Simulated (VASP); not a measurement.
# A VASP study of PbF2 (PBEsol): structure first, properties next, part 3 of 8

How well does PBEsol reproduce what experiment finds for PbF2? The cell is relaxed first, and properties follow on it. The start is a cell from a database of measured crystal structures.

VASP 6.6.1; PBEsol; plane waves and PAW (Pb_d, F).

So far, gap on the k-mesh (eV): step 2 (full relaxation (PBEsol)) 4.22.

The database entry behind the starting cell differs from later determinations by our own check (about 0.2 % short), so it need not match the best structure at ambient conditions.

## (4) Density, ELF and potential (PBEsol)

The relaxed cell gets a fresh self-consistent run, on a basis set for its own volume, to fix the density and to check the remaining stress.

INCAR reads:

```
SYSTEM = PbF2
PREC = Accurate
ENCUT = 520
EDIFF = 1E-06
NELM = 100
ISMEAR = 0
SIGMA = 0.05
LREAL = .FALSE.
ALGO = Normal
GGA = PS
NBANDS = 69
LORBIT = 11
LWAVE = .FALSE.
LCHARG = .TRUE.
ISIF = 2
LELF = .TRUE.
LVHAR = .TRUE.
```

POSCAR reads:

```
PbF2
1.0
    6.3983080314      0.0000000000      0.0000000000
    0.0000000000      3.8588839109      0.0000000000
    0.0000000000      0.0000000000      7.6407759165
Pb F
4 8
Direct
    0.7438687810      0.7500000000      0.1052510228
    0.2561312190      0.2500000000      0.8947489772
    0.7561312190      0.2500000000      0.6052510228
    0.2438687810      0.7500000000      0.3947489772
    0.1407002138      0.7500000000      0.0670908324
    0.8592997862      0.2500000000      0.9329091676
    0.3592997862      0.2500000000      0.5670908324
    0.6407002138      0.7500000000      0.4329091676
    0.5239141385      0.7500000000      0.8474349737
    0.4760858615      0.2500000000      0.1525650263
    0.9760858615      0.2500000000      0.3474349737
    0.0239141385      0.7500000000      0.6525650263
```

KPOINTS reads:

```
Automatic mesh
0
Gamma
4 7 4
0 0 0
```

PAW data sets: Pb_d and F (PBE family, release 64).

Run with:

```console
> mpirun -np 8 vasp_std
```

The log of the run:

```text
[banner, memory and clock lines left out]
running    8 mpi-ranks, on    1 nodes
 distrk:  each k-point on    8 cores,    1 groups
 distr:  one band on    1 cores,    8 groups

 POSCAR found type information on POSCAR PbF
 POSCAR found :  2 types and      12 ions
 [... a notice as in an earlier step ...]

 [... a notice as in an earlier step ...]

 LDA part: xc-table for (Slater+PW92), standard interpolation
|                                                                             |
|           W    W    AA    RRRRR   N    N  II  N    N   GGGG   !!!           |
|           W    W   A  A   R    R  NN   N  II  NN   N  G    G  !!!           |
|           W    W  A    A  R    R  N N  N  II  N N  N  G       !!!           |
|           W WW W  AAAAAA  RRRRR   N  N N  II  N  N N  G  GGG   !            |
|           WW  WW  A    A  R   R   N   NN  II  N   NN  G    G                |
|           W    W  A    A  R    R  N    N  II  N    N   GGGG   !!!           |
|                                                                             |
|     The number of bands has been changed from the values supplied in        |
|     The orbitals not found in the WAVECAR file will be initialized with     |
|     random numbers, which is usually adequate. For correlated               |
|     calculations, however, you should redo the groundstate calculation.     |
|     I found NBANDS = 69. Now, NBANDS = 72.                                  |
|                                                                             |

 POSCAR, INCAR and KPOINTS ok, starting setup
 FFT: planning ... GRIDC
 FFT: planning ... GRID_SOFT
 FFT: planning ... GRID
 WAVECAR not read
 entering main loop
       N       E                     dE             d eps       ncg     rms          rms(c)
DAV:   1     0.172933065640E+04    0.17293E+04   -0.53503E+04  5192   0.189E+03
DAV:   2     0.258541038033E+03   -0.14708E+04   -0.13690E+04  5504   0.562E+02
DAV:   3    -0.444954537055E+02   -0.30304E+03   -0.28841E+03  5984   0.265E+02
DAV:   4    -0.651196959244E+02   -0.20624E+02   -0.20365E+02  6432   0.750E+01
DAV:   5    -0.657165460244E+02   -0.59685E+00   -0.59636E+00  5920   0.131E+01    0.139E+01
DAV:   6    -0.596727698382E+02    0.60438E+01   -0.19937E+01  7424   0.251E+01    0.501E+00
DAV:   7    -0.596509304274E+02    0.21839E-01   -0.17949E+00  5704   0.519E+00    0.306E+00
DAV:   8    -0.596029603107E+02    0.47970E-01   -0.42906E-01  5696   0.378E+00    0.967E-01
DAV:   9    -0.595895543088E+02    0.13406E-01   -0.63919E-02  7632   0.125E+00    0.165E-01
DAV:  10    -0.595913612238E+02   -0.18069E-02   -0.63651E-03  6736   0.475E-01    0.664E-02
DAV:  11    -0.595914506716E+02   -0.89448E-04   -0.21773E-04  7080   0.105E-01    0.343E-02
DAV:  12    -0.595914791791E+02   -0.28508E-04   -0.99484E-05  6632   0.578E-02    0.105E-02
DAV:  13    -0.595914794753E+02   -0.29613E-06   -0.10132E-05  6632   0.238E-02    0.639E-03
DAV:  14    -0.595914782450E+02    0.12303E-05   -0.20782E-06  3888   0.121E-02    0.209E-03
DAV:  15    -0.595914780598E+02    0.18521E-06   -0.11956E-06  3432   0.687E-03
   1 F= -.59591478E+02 E0= -.59591478E+02  d E =-.243759E-17
```

It took 55 s on 8 MPI ranks of Intel Xeon 6975P-C (Granite Rapids), shared host; peak memory 1.6 GiB; 6.6 min of CPU time.

From OUTCAR (step 4):

```text
 Found     36 irreducible k-points:

   k-points           NKPTS =     36   k-points in BZ     NKDIM =     36   number of bands    NBANDS=     72

   NELECT =     112.0000    total number of electrons

 E-fermi :   3.0102

 k-point     1 :       0.0000    0.0000    0.0000
  band No.  band energies     occupation
    ...
     52       0.8483      2.00000
     53       0.9260      2.00000
     54       2.3467      2.00000
     55       2.4349      2.00000
     56       2.4948      2.00000
     57       6.9446      0.00000
     58       7.5155      0.00000
     59       8.3260      0.00000
     60       8.3492      0.00000
     61       9.4610      0.00000
    ...

 k-point     2 :       0.2500    0.0000    0.0000
  band No.  band energies     occupation
    ...
     52       0.8643      2.00000
     53       1.1458      2.00000
     54       2.2514      2.00000
     55       2.3938      2.00000
     56       2.4950      2.00000
     57       7.1933      0.00000
     58       7.2720      0.00000
     59       7.4443      0.00000
     60       9.2402      0.00000
     61       9.2872      0.00000
    ...

  Total       -0.0441642     -0.0540885      0.0364817     -0.0000000      0.0000000      0.0000000
  in kB       -0.3750737     -0.4593579      0.3098281     -0.0000000      0.0000000      0.0000000
  external PRESSURE =      -0.1748678 kB  Pullay stress =       0.0000000 kB

 POSITION                                       TOTAL-FORCE (eV/Angst)
 -----------------------------------------------------------------------------------
      4.75950      2.89416      0.80420         0.000592     -0.000000     -0.000473
      1.63881      0.96472      6.83658        -0.000592      0.000000      0.000473
      4.83796      0.96472      4.62459        -0.000592      0.000000     -0.000473
      1.56035      2.89416      3.01619         0.000592      0.000000      0.000473
      0.90024      2.89416      0.51263         0.000873     -0.000000     -0.000840
      5.49806      0.96472      7.12815        -0.000873      0.000000      0.000840
      2.29891      0.96472      4.33301        -0.000873      0.000000     -0.000840
      4.09940      2.89416      3.30776         0.000873      0.000000      0.000840
      3.35216      2.89416      6.47506        -0.000604     -0.000000     -0.008879
      3.04614      0.96472      1.16572         0.000604      0.000000      0.008879
      6.24530      0.96472      2.65467         0.000604      0.000000     -0.008879
      0.15301      2.89416      4.98610        -0.000604      0.000000      0.008879
 -----------------------------------------------------------------------------------
    total drift:                                0.000000      0.000000      0.000000

  FREE ENERGIE OF THE ION-ELECTRON SYSTEM (eV)
  ---------------------------------------------------
  free  energy   TOTEN  =       -59.5914780598 eV

  energy  without entropy=      -59.5914780598  energy(sigma->0) =      -59.59147806

[... 9 parts as in an earlier step ...]

[... 5 further parts left out ...]
```

Numbers from this step:

```yaml
scf_cycles: 15
bands: 72
fermi_energy: 3.010 eV
pressure: -0.01749 GPa
```

Valence electrons inside each PAW sphere by angular momentum. Sphere charges, by row:

```
atom  s (e)  p (e)  d (e)  tot (e)
 Pb1  1.532  0.316  9.866    11.71
 Pb2  1.532  0.316  9.866    11.71
 Pb3  1.532  0.316  9.866    11.71
 Pb4  1.532  0.316  9.866    11.71
  F5  1.742  4.316      0    6.058
  F6  1.742  4.316      0    6.058
  F7  1.742  4.316      0    6.058
  F8  1.742  4.316      0    6.058
  F9  1.739  4.303      0    6.042
 F10  1.739  4.303      0    6.042
 F11  1.739  4.303      0    6.042
 F12  1.739  4.303      0    6.042
```

ELF in the ac plane at fractional y = 0.250, with atoms of Pb and F within 0.2 Å of it. It is the smooth field of the valence electrons, not physical close to the nuclei.

Values, 11 rows by 16 columns, each cell a mean:
```
0.28 0.23 0.45 0.25 0.29 0.29 0.44 0.21 0.06 0.02 0.05 0.44 0.80 0.69 0.70 0.79
0.15 0.30 0.48 0.26 0.31 0.30 0.49 0.29 0.06 0.01 0.04 0.21 0.53 0.69 0.71 0.56
0.04 0.17 0.37 0.42 0.37 0.32 0.21 0.09 0.03 0.12 0.28 0.33 0.29 0.24 0.17 0.08
0.05 0.02 0.05 0.15 0.38 0.55 0.58 0.42 0.11 0.29 0.50 0.34 0.29 0.37 0.47 0.25
0.06 0.01 0.05 0.44 0.80 0.70 0.70 0.79 0.27 0.26 0.44 0.20 0.35 0.24 0.47 0.26
0.33 0.18 0.04 0.19 0.57 0.72 0.74 0.62 0.18 0.11 0.34 0.42 0.38 0.32 0.25 0.30
0.76 0.70 0.24 0.04 0.07 0.14 0.15 0.08 0.02 0.02 0.05 0.09 0.10 0.33 0.71 0.73
0.76 0.73 0.31 0.04 0.02 0.05 0.18 0.30 0.29 0.15 0.03 0.01 0.08 0.48 0.79 0.74
0.44 0.26 0.06 0.01 0.06 0.41 0.74 0.77 0.77 0.68 0.26 0.03 0.02 0.10 0.31 0.46
0.02 0.01 0.03 0.05 0.09 0.41 0.77 0.69 0.74 0.75 0.29 0.04 0.04 0.07 0.07 0.04
0.13 0.08 0.27 0.38 0.35 0.27 0.29 0.45 0.49 0.30 0.06 0.12 0.43 0.63 0.65 0.49
```
Columns run along a (6.4 Å), rows up along c (7.6 Å). Atoms in or near the plane, at fractional coordinates: Pb at (0.26, 0.89), Pb at (0.76, 0.61), F at (0.86, 0.93), F at (0.36, 0.57), F at (0.48, 0.15), F at (0.98, 0.35).

Electrostatic potential energy in the ac plane at fractional y = 0.250, with atoms of Pb and F within 0.2 Å of it. With pseudopotentials it is smooth inside the atoms' cores, unlike the true potential.

Ten even steps from '0' (-78 eV) to '9' (6 eV), each cell a mean:
```
997311479999995338
985100169999995237
985100269999998669
997312479999999999
998766899999999999
999999999998766899
999999999997311479
999998569985100169
999995237985100169
999996348997311479
999999789998756799
999999999999999998
489999999999999974
379999999999999952
589999999999999974
999999999999999999
999999974589999999
999999952379999999
999999974489999999
999989998999999999
998756799999999789
```
Columns run along a (6.4 Å; values clipped at the 3rd and 97th percentile), rows up along c (7.6 Å). Atoms in or near the plane, at fractional coordinates: Pb at (0.26, 0.89), Pb at (0.76, 0.61), F at (0.86, 0.93), F at (0.36, 0.57), F at (0.48, 0.15), F at (0.98, 0.35).

Valence density in the ac plane at fractional y = 0.250, with atoms of Pb and F within 0.2 Å of it. It is the smooth field of the valence electrons, not physical close to the nuclei.

Values in units of 1e0 e/Å³, 11 rows by 16 columns, each cell a mean:
```
0.3 0.3 1.5 4.3 5.6 3.4 1.0 0.2 0.1 0.0 0.0 0.2 1.9 8.9 8.9 1.9
0.2 0.3 1.6 4.4 5.8 3.5 1.0 0.2 0.1 0.0 0.0 0.1 0.7 2.4 2.4 0.7
0.1 0.1 0.3 0.7 0.8 0.5 0.2 0.1 0.0 0.1 0.2 0.4 0.5 0.4 0.2 0.1
0.0 0.0 0.0 0.1 0.4 1.2 1.1 0.4 0.1 0.3 1.2 3.4 4.4 2.7 0.8 0.2
0.1 0.0 0.0 0.2 1.9 8.8 8.8 1.9 0.3 0.4 1.8 5.1 6.7 4.0 1.1 0.2
0.3 0.1 0.1 0.1 0.7 2.5 2.5 0.7 0.2 0.1 0.4 1.1 1.4 0.9 0.4 0.4
5.0 1.0 0.2 0.1 0.1 0.1 0.1 0.1 0.0 0.0 0.0 0.1 0.1 0.3 1.7 6.1
5.6 1.1 0.2 0.0 0.0 0.0 0.1 0.2 0.1 0.1 0.0 0.0 0.1 0.3 1.8 6.9
0.3 0.1 0.0 0.0 0.0 0.2 1.3 4.5 3.7 0.8 0.1 0.0 0.0 0.1 0.2 0.3
0.0 0.0 0.0 0.0 0.1 0.3 2.2 8.3 6.7 1.3 0.2 0.1 0.1 0.1 0.1 0.0
0.1 0.1 0.2 0.5 0.7 0.5 0.4 0.7 0.5 0.2 0.1 0.1 0.4 1.1 1.1 0.4
```
Columns run along a (6.4 Å), rows up along c (7.6 Å). Atoms in or near the plane, at fractional coordinates: Pb at (0.26, 0.89), Pb at (0.76, 0.61), F at (0.86, 0.93), F at (0.36, 0.57), F at (0.48, 0.15), F at (0.98, 0.35).

In this run the pressure is -0.02 GPa, small enough to go on.

## (5) Band structure (PBEsol)

The mesh alone shows little of the dispersion and can miss band extrema, so KPOINTS_OPT adds a path through the symmetry points after the self-consistent cycle.

INCAR reads:

```
SYSTEM = PbF2
PREC = Accurate
ENCUT = 520
EDIFF = 1E-06
NELM = 100
ISMEAR = 0
SIGMA = 0.05
LREAL = .FALSE.
ALGO = Normal
GGA = PS
NBANDS = 85
LORBIT = 11
LWAVE = .FALSE.
LCHARG = .FALSE.
KPAR = 8
```

POSCAR is that of step 4.

KPOINTS is that of step 4.

KPOINTS_OPT reads:

```
Line mode
12
Line-mode
Reciprocal
  0.00000000   0.00000000   0.00000000 GAMMA
  0.00000000  -0.50000000   0.00000000 X

  0.00000000  -0.50000000   0.00000000 X
 -0.50000000  -0.50000000   0.00000000 S

 -0.50000000  -0.50000000   0.00000000 S
 -0.50000000   0.00000000   0.00000000 Y

 -0.50000000   0.00000000   0.00000000 Y
  0.00000000   0.00000000   0.00000000 GAMMA

  0.00000000   0.00000000   0.00000000 GAMMA
  0.00000000   0.00000000  -0.50000000 Z

  0.00000000   0.00000000  -0.50000000 Z
  0.00000000  -0.50000000  -0.50000000 U

  0.00000000  -0.50000000  -0.50000000 U
 -0.50000000  -0.50000000  -0.50000000 R

 -0.50000000  -0.50000000  -0.50000000 R
 -0.50000000   0.00000000  -0.50000000 T

 -0.50000000   0.00000000  -0.50000000 T
  0.00000000   0.00000000  -0.50000000 Z

 -0.50000000   0.00000000   0.00000000 Y
 -0.50000000   0.00000000  -0.50000000 T

  0.00000000  -0.50000000  -0.50000000 U
  0.00000000  -0.50000000   0.00000000 X

 -0.50000000  -0.50000000   0.00000000 S
 -0.50000000  -0.50000000  -0.50000000 R
```

Run with:

```console
> mpirun -np 8 vasp_std
```

The log of the run:

```text
[... set-up lines as in an earlier step ...]
 entering main loop
       N       E                     dE             d eps       ncg     rms          rms(c)
DAV:   1     0.168162905880E+04    0.16816E+04   -0.51150E+04  6128   0.160E+03
DAV:   2     0.243169412073E+03   -0.14385E+04   -0.12979E+04  6504   0.481E+02
DAV:   3    -0.466884058798E+02   -0.28986E+03   -0.27422E+03  6387   0.223E+02
DAV:   4    -0.651260920871E+02   -0.18438E+02   -0.18205E+02  7424   0.617E+01
DAV:   5    -0.657194220662E+02   -0.59333E+00   -0.59269E+00  7368   0.115E+01    0.139E+01
DAV:   6    -0.596657272394E+02    0.60537E+01   -0.15236E+01  9027   0.214E+01    0.498E+00
DAV:   7    -0.596535055862E+02    0.12222E-01   -0.18108E+00  6880   0.467E+00    0.309E+00
DAV:   8    -0.596066554821E+02    0.46850E-01   -0.44223E-01  6867   0.343E+00    0.111E+00
DAV:   9    -0.595896568566E+02    0.16999E-01   -0.62745E-02  9360   0.116E+00    0.172E-01
DAV:  10    -0.595913367561E+02   -0.16799E-02   -0.52600E-03  7750   0.400E-01    0.753E-02
DAV:  11    -0.595914582786E+02   -0.12152E-03   -0.22797E-04  7640   0.942E-02    0.268E-02
DAV:  12    -0.595914788398E+02   -0.20561E-04   -0.64446E-05  7728   0.400E-02    0.104E-02
DAV:  13    -0.595914789075E+02   -0.67752E-07   -0.89064E-06  7736   0.196E-02
   1 F= -.59591479E+02 E0= -.59591479E+02  d E =-.458649E-11
 Start KPOINTS_OPT (optional k-point list driver)
k-point batch [1-36\144]
       N       E                     dE             ncg
DAV:   1     0.334694044635E+05   -0.57964E+05     6128
DAV:   2    -0.166779147039E+05   -0.50147E+05     6464
DAV:   3    -0.270240345728E+05   -0.10346E+05     6526
DAV:   4    -0.277135668038E+05   -0.68953E+03     7208
DAV:   5    -0.277364396256E+05   -0.22873E+02     7336
DAV:   6    -0.277376007558E+05   -0.11611E+01     7939
DAV:   7    -0.277376486032E+05   -0.47847E-01     8281
DAV:   8    -0.277376499769E+05   -0.13736E-02     8483
DAV:   9    -0.277376500373E+05   -0.60434E-04     5565
DAV:  10    -0.277376500380E+05   -0.74028E-06     4262
[...]
k-point batch [109-144\144]
       N       E                     dE             ncg
DAV:   1     0.333057349161E+05   -0.67876E+05     6181
DAV:   2    -0.167267362547E+05   -0.50032E+05     6488
DAV:   3    -0.270240038175E+05   -0.10297E+05     6557
DAV:   4    -0.277087562790E+05   -0.68475E+03     7248
DAV:   5    -0.277314516377E+05   -0.22695E+02     7312
DAV:   6    -0.277326841999E+05   -0.12326E+01     7960
DAV:   7    -0.277327301432E+05   -0.45943E-01     8347
DAV:   8    -0.277327313819E+05   -0.12387E-02     8403
DAV:   9    -0.277327314419E+05   -0.60039E-04     5692
DAV:  10    -0.277327314426E+05   -0.69332E-06     4278
```

Run time: 3.5 min. Hardware: 8 MPI ranks; peak memory 6.8 GiB; 25 min of CPU time.

OUTCAR, selected parts (step 5):

```text
   k-points           NKPTS =     36   k-points in BZ     NKDIM =     36   number of bands    NBANDS=     85

   NELECT =     112.0000    total number of electrons

 E-fermi :   2.9388

 k-point     1 :       0.0000    0.0000    0.0000
  band No.  band energies     occupation
    ...
     52       0.8481      2.00000
     53       0.9257      2.00000
     54       2.3466      2.00000
     55       2.4347      2.00000
     56       2.4948      2.00000
     57       6.9445      0.00000
     58       7.5153      0.00000
     59       8.3257      0.00000
     60       8.3490      0.00000
     61       9.4609      0.00000
    ...

  Total       -0.0322279     -0.0434426      0.0481851      0.0000000      0.0000000      0.0000000
  in kB       -0.2737022     -0.3689456      0.4092221      0.0000000      0.0000000      0.0000000
  external PRESSURE =      -0.0778086 kB  Pullay stress =       0.0000000 kB

 POSITION                                       TOTAL-FORCE (eV/Angst)
 -----------------------------------------------------------------------------------
      4.75950      2.89416      0.80420         0.001082     -0.000000      0.000094
      1.63881      0.96472      6.83658        -0.001082      0.000000     -0.000094
      4.83796      0.96472      4.62459        -0.001082      0.000000      0.000094
      1.56035      2.89416      3.01619         0.001082      0.000000     -0.000094
      0.90024      2.89416      0.51263         0.000891      0.000000     -0.001242
      5.49806      0.96472      7.12815        -0.000891      0.000000      0.001242
      2.29891      0.96472      4.33301        -0.000891      0.000000     -0.001242
      4.09940      2.89416      3.30776         0.000891      0.000000      0.001242
      3.35216      2.89416      6.47506        -0.000480     -0.000000     -0.008649
      3.04614      0.96472      1.16572         0.000480     -0.000000      0.008649
      6.24530      0.96472      2.65467         0.000480      0.000000     -0.008649
      0.15301      2.89416      4.98610        -0.000480     -0.000000      0.008649
 -----------------------------------------------------------------------------------
    total drift:                                0.000000      0.000000      0.000000

  FREE ENERGIE OF THE ION-ELECTRON SYSTEM (eV)
  ---------------------------------------------------
  free  energy   TOTEN  =       -59.5914789075 eV

  energy  without entropy=      -59.5914789075  energy(sigma->0) =      -59.59147891

[... 9 parts as in an earlier step ...]

[... 7 further parts left out ...]
```

Spin-orbit coupling is off here; with elements this heavy it splits and shifts levels by tenths of an eV or more.

This step gave:

```
SCF cycles                        : 13
bands                             : 85
Fermi energy                      : 2.939 eV
pressure                          : -0.007781 GPa
least gap on mesh and path        : 4.192 eV
least direct gap on mesh and path : 4.448 eV
valence top at k                  : 0, -0.3636, 0
least direct gap at k             : 0, 0, -0.04545
```

Electronic bands along the path, in eV, zero at the valence-band top; v1 is the highest filled band, c1 the lowest empty one:

```
          point     v4     v3     v2     v1    c1    c2    c3    c4
              Γ  -1.83  -0.41  -0.32  -0.26  4.19  4.76  5.57  5.60
0.55 of the way  -1.10  -0.54  -0.52  -0.05  4.89  5.33  5.65  5.77
              X  -0.70  -0.70  -0.15  -0.15  4.75  4.75  5.51  5.51
0.45 of the way  -0.67  -0.67  -0.25  -0.25  4.71  4.71  5.20  5.20
              S  -0.51  -0.51  -0.51  -0.51  4.79  4.79  4.79  4.79
0.45 of the way  -0.78  -0.78  -0.33  -0.33  4.61  4.61  5.53  5.53
              Y  -1.00  -1.00  -0.28  -0.28  4.29  4.29  5.33  5.33
0.55 of the way  -1.65  -0.47  -0.36  -0.26  4.40  4.55  4.75  6.42
              Γ  -1.83  -0.41  -0.32  -0.26  4.19  4.76  5.57  5.60
0.45 of the way  -1.82  -0.66  -0.28  -0.19  4.35  5.01  5.37  5.66
              Z  -1.25  -1.25  -0.19  -0.19  4.82  4.82  5.81  5.81
0.55 of the way  -0.75  -0.75  -0.29  -0.29  5.13  5.13  5.53  5.53
              U  -0.48  -0.48  -0.22  -0.22  4.31  4.31  5.93  5.93
0.55 of the way  -0.50  -0.50  -0.33  -0.33  4.38  4.38  5.31  5.31
              R  -0.47  -0.47  -0.47  -0.47  4.70  4.70  4.70  4.70
0.45 of the way  -0.61  -0.61  -0.49  -0.49  4.90  4.90  5.06  5.06
              T  -0.63  -0.63  -0.63  -0.63  4.63  4.63  4.85  4.85
0.45 of the way  -1.02  -1.02  -0.32  -0.32  4.65  4.65  5.20  5.20
              Z  -1.25  -1.25  -0.19  -0.19  4.82  4.82  5.81  5.81
      jump to Y  -1.00  -1.00  -0.28  -0.28  4.29  4.29  5.33  5.33
0.45 of the way  -0.91  -0.91  -0.36  -0.36  4.38  4.38  5.17  5.17
              T  -0.63  -0.63  -0.63  -0.63  4.63  4.63  4.85  4.85
      jump to U  -0.48  -0.48  -0.22  -0.22  4.31  4.31  5.93  5.93
0.55 of the way  -0.61  -0.61  -0.17  -0.17  4.52  4.52  5.73  5.73
              X  -0.70  -0.70  -0.15  -0.15  4.75  4.75  5.51  5.51
      jump to S  -0.51  -0.51  -0.51  -0.51  4.79  4.79  4.79  4.79
```

The largest weight of each band there:

```
point      v4      v3      v2      v1       c1       c2       c3       c4
    Γ  F 0.99  F 0.68  F 0.64  F 0.67  Pb 0.63  Pb 0.66  Pb 0.64  Pb 0.75
    X  F 0.63  F 0.63  F 0.68  F 0.68  Pb 0.62  Pb 0.62  Pb 0.69  Pb 0.69
    S  F 0.63  F 0.63  F 0.63  F 0.63  Pb 0.68  Pb 0.68  Pb 0.68  Pb 0.68
    Y  F 0.79  F 0.79  F 0.66  F 0.66  Pb 0.64  Pb 0.64  Pb 0.81  Pb 0.81
    Γ  F 0.99  F 0.68  F 0.64  F 0.67  Pb 0.63  Pb 0.66  Pb 0.64  Pb 0.75
    Z  F 0.81  F 0.81  F 0.64  F 0.64  Pb 0.64  Pb 0.64  Pb 0.77  Pb 0.77
```

The path lowers the gap by 0.03 eV against the mesh alone, so a band edge lies off the mesh.

(Part 3 of 8 ends here.)

[Lines on the potential files, build, host, timing and source positions are cut from VASP's logs without a mark.]

[Logs are printed without paths, hosts, clocks, repeated set-up lines and the standing remarks that a program may print on its own settings, such as how far it seeks lower states.]

[Hosts, paths, dates, database ids (printed as entryN), source tags and the programs' standing remarks are cut or masked in the printed files.]

[Measured values are set beside computed ones only where the two were judged alike; some that the calculation misses by far are left out.]

[In band tables of VASP the shares of atoms and orbitals are scaled to a sum of 1 inside the atoms' spheres.]
